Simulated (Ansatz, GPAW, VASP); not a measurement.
InP: 4 runs at one level of theory

```
In P
1.0
     0.00000    2.93050    2.93050
     2.93050    0.00000    2.93050
     2.93050    2.93050    0.00000
In P
1 1
Direct
  0.00000 0.00000 0.00000
  0.75000 0.75000 0.75000
```

Alike in all runs: task single point; functional PBE; k mesh 8 × 8 × 8; occupations gaussian, width 0.017 eV; no spin polarisation; no spin-orbit coupling. Pressure is positive in compression and, in plane waves, holds the error of the finite cutoff, which Ansatz's Pulay term estimates and takes out.

```tsv
program and potentials	plane-wave cutoff (eV)	notes	band gap (eV)	pressure (GPa)
Ansatz, Ansatz PAW	420	-	?	?
VASP, PBE PAW files In_d, P, 520 eV	520	-	0.71	3.28
Ansatz, all-electron LAPW, scalar-relativistic	-	-	0.71	3.34
GPAW, GPAW PAW data sets (gpaw-data 1.2.1)	600	-	0.71	3.04
```

Estimate from the other rows what the run with Ansatz, Ansatz PAW gave.

Band gap 0.72 eV; pressure 3.34 GPa. Its pressure holds a Pulay term of +0.04 GPa. The other rows, which needn't bracket it: band gap 0.71; pressure 3.04 to 3.34.
